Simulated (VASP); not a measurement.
# Sc (Fm-3m) in VASP: settings compared, part 3 of 3

VASP 6.6.1.

## 5. Single point, PBE

Contents of INCAR:

```
  PREC = Accurate
  ENCUT = 520
  EDIFF = 1E-6
  ISMEAR = 0
  SIGMA = 0.1
  LREAL = False
  LASPH = True
  NELM = 60
  ALGO = Normal
  ISIF = 2
  LWAVE = False
  LCHARG = False
  GGA = PE
  NBANDS = 12
```

Contents of KPOINTS:

```
Automatic mesh
0
Gamma
  6 6 6
```

Contents of POSCAR:

```
Sc
1.0
    0.0000000000      2.2705000000      2.2705000000
    2.2705000000      0.0000000000      2.2705000000
    2.2705000000      2.2705000000      0.0000000000
Sc
1
Direct
    0.0000000000      0.0000000000      0.0000000000
```

Potentials or basis: VASP PAW PBE potentials, release 64 (Sc_sv).

Run with:

```bash
$ cat potpaw_PBE.64/Sc_sv/POTCAR > POTCAR
$ mpirun -np 1 vasp_std > vasp.out
```

OUTCAR:

```text
PREC = Accurate
   ENCUT = 520
   EDIFF = 1E-6
   ISMEAR = 0
   LREAL = False
   LASPH = True
   NELM = 60
   ISIF = 2
   GGA = PE

 ion  position               nearest neighbor table
   1  0.000  0.000  0.000-

  LATTYP: Found a face centered cubic cell.
 ALAT       =     4.5410000000

  Lattice vectors:

 A1 = (   0.0000000000,   2.2705000000,   2.2705000000)
 A2 = (   2.2705000000,   0.0000000000,   2.2705000000)
 A3 = (   2.2705000000,   2.2705000000,   0.0000000000)

Analysis of symmetry for initial positions (statically):
=====================================================================
 Subroutine PRICEL returns:
 Original cell was already a primitive cell.

 Routine SETGRP: Setting up the symmetry group for a
 face centered cubic supercell.

 Subroutine GETGRP returns: Found 48 space group operations
 (whereof 48 operations were pure point group operations)
 out of a pool of 48 trial point group operations.

The static configuration has the point symmetry O_h .

Analysis of symmetry for dynamics (positions and initial velocities):
=====================================================================
 Subroutine PRICEL returns:
 Original cell was already a primitive cell.

 Routine SETGRP: Setting up the symmetry group for a
 face centered cubic supercell.

 Subroutine GETGRP returns: Found 48 space group operations
 (whereof 48 operations were pure point group operations)
 out of a pool of 48 trial point group operations.

The dynamic configuration has the point symmetry O_h .

 Subroutine INISYM returns: Found 48 space group operations
 (whereof 48 operations are pure point group operations),
 and found     1 'primitive' translations

----------------------------------------------------------------------------------------

                                     Primitive cell

[... 104 lines left out ...]
   GGA     = PE    functional components
   LHFCALC =     F    Hartree Fock is set to
   AEXX    =    0.0000 exact exchange contribution
   IVDW    =     0    specifies the selected vdW correction
   LEPSILON=     F    determine dielectric tensor
   LRPA    =     F    only Hartree local field effects (RPA)
 non-spin polarized calculation
 Gauss-broadening in eV      SIGMA  =   0.10
  energy-cutoff  :      520.00
  volume of cell :       23.41
 maximum number of plane-waves:       641
   NGX = 11   NGY = 11   NGZ = 11

 number of electron      10.9999998 magnetization

 Free energy of the ion-electron system (eV)
  ---------------------------------------------------
  ext. energy  EPLUGINS =         0.00000000
  ---------------------------------------------------
  free energy    TOTEN  =        -6.20230935 eV

  energy without entropy =       -6.19366931  energy(sigma->0) =       -6.19798933

 E-fermi :   4.0239     XC(G=0): -10.0860

 val. band max:        3.9460168764   @ k =   0.5000   0.1667   0.0000
 cond. band min:       4.0696045940   @ k =   0.5000   0.3333   0.1667
 fundamental gap:      0.1235877176
 Fermi energy:         4.0238604583

 k-point     1 :       0.0000    0.0000    0.0000
  band No.  band energies     occupation
      1     -45.2747      2.00000
      2     -23.6583      2.00000
      3     -23.6583      2.00000
      4     -23.6583      2.00000
      5      -1.2370      2.00000
      6       5.6867      0.00000
      7       5.6867      0.00000
      8       5.6867      0.00000
      9       7.1576      0.00000
     10       7.1576      0.00000
     11      16.8358      0.00000
     12      20.4420      0.00000
[... 211 lines left out ...]
 k-point    16 :      -0.3333    0.5000    0.1667
  band No.  band energies     occupation
      1     -45.1767      2.00000
      2     -24.0293      2.00000
      3     -23.8932      2.00000
      4     -23.8288      2.00000
      5       3.0370      2.00000
      6       3.7573      1.99984
      7       4.9468      0.00000
      8       7.0831      0.00000
      9       8.3627      0.00000
     10      10.0405      0.00000
     11      12.3875      0.00000
     12      12.6072      0.00000

------------------------ aborting loop because EDIFF is reached ----------------------------------------

  FORCE on cell =-STRESS in cart. coord.  units (eV):
  Direction    XX          YY          ZZ          XY          YZ          ZX
  --------------------------------------------------------------------------------------
  -------------------------------------------------------------------------------------
  Total        0.4598445      0.4598445      0.4598445      0.0000000      0.0000000     -0.0000000
  in kB       31.4721972     31.4721972     31.4721972      0.0000000      0.0000000     -0.0000000
  external PRESSURE =      31.4721972 kB  Pullay stress =       0.0000000 kB

 VOLUME and BASIS-vectors are now :
 -----------------------------------------------------------------------------
  energy-cutoff  :      520.00
  volume of cell :       23.41
      direct lattice vectors                 reciprocal lattice vectors
     0.000000000  2.270500000  2.270500000    -0.220215811  0.220215811  0.220215811
     2.270500000  0.000000000  2.270500000     0.220215811 -0.220215811  0.220215811
     2.270500000  2.270500000  0.000000000     0.220215811  0.220215811 -0.220215811

 POSITION                                       TOTAL-FORCE (eV/Angst)
 -----------------------------------------------------------------------------------
      0.00000      0.00000      0.00000         0.000000     -0.000000      0.000000
 -----------------------------------------------------------------------------------
    total drift:                               -0.000000     -0.000000     -0.000000

  FREE ENERGIE OF THE ION-ELECTRON SYSTEM (eV)
  ---------------------------------------------------
  free  energy   TOTEN  =        -6.2023093509 eV

  energy  without entropy=       -6.1936693104  energy(sigma->0) =       -6.19798933
```

OSZICAR:

```text
N       E                     dE             d eps       ncg     rms          rms(c)
DAV:   1     0.701813779355E+02    0.70181E+02   -0.49737E+03   384   0.888E+02
DAV:   2    -0.545020678423E+01   -0.75632E+02   -0.74053E+02   384   0.286E+02
DAV:   3    -0.683019363623E+01   -0.13800E+01   -0.13602E+01   508   0.497E+01
DAV:   4    -0.685136182255E+01   -0.21168E-01   -0.21164E-01   524   0.475E+00
DAV:   5    -0.685159116292E+01   -0.22934E-03   -0.22934E-03   468   0.422E-01    0.559E+00
DAV:   6    -0.628340823096E+01    0.56818E+00   -0.85543E-01   564   0.134E+01    0.167E+00
DAV:   7    -0.620721055016E+01    0.76198E-01   -0.17307E-01   584   0.576E+00    0.562E-01
DAV:   8    -0.620251958210E+01    0.46910E-02   -0.96036E-03   428   0.137E+00    0.113E-01
DAV:   9    -0.620230339611E+01    0.21619E-03   -0.86058E-04   580   0.446E-01    0.217E-02
DAV:  10    -0.620230862684E+01   -0.52307E-05   -0.29407E-05   528   0.521E-02    0.913E-03
DAV:  11    -0.620230935086E+01   -0.72402E-06   -0.38837E-06   612   0.245E-02
   1 F= -.62023094E+01 E0= -.61979893E+01  d E =-.864004E-02
```

It took 3 s on 1 thread of AMD EPYC 9R45 (Zen 5), shared host; peak memory 0.1 GiB.

What came out:

```yaml
Free_energy: -6.2023 eV
Pressure: 3.1 GPa
Band_gap_on_the_k_mesh: none (metal or under the smearing width)
```

Caveat: the k mesh is coarse (spacing up to 0.40 Å⁻¹), so the values aren't converged.

## 6. Overview

```csv
level,potentials or basis,cell,k mesh,mesh quality,gap on the mesh (eV),pressure (GPa)
LDA,"VASP PAW LDA potentials, release 64 (Sc_sv)","functional LDA, strained and moved within the space group",16 × 16 × 16,not flagged,none,5.0
PBE,"VASP PAW PBE potentials, release 64 (Sc_sv)",strained and moved within a subgroup,15 × 15 × 14,not flagged,none,8.9
PBE,"VASP PAW PBE potentials, release 64 (Sc_sv)",strained and moved within the space group,16 × 16 × 16,not flagged,none,1.9
PBE,"VASP PAW PBE potentials, release 64 (Sc_sv)",as given,6 × 6 × 6,coarse,none,3.1
```

Alike in all rows: task single point; no spin polarisation; cutoff (eV) 520; smearing gaussian 0.1 eV.

Caveats: some runs use coarse meshes.

Total energies depend on the potentials used, so only differences within one code and one set of settings carry meaning.
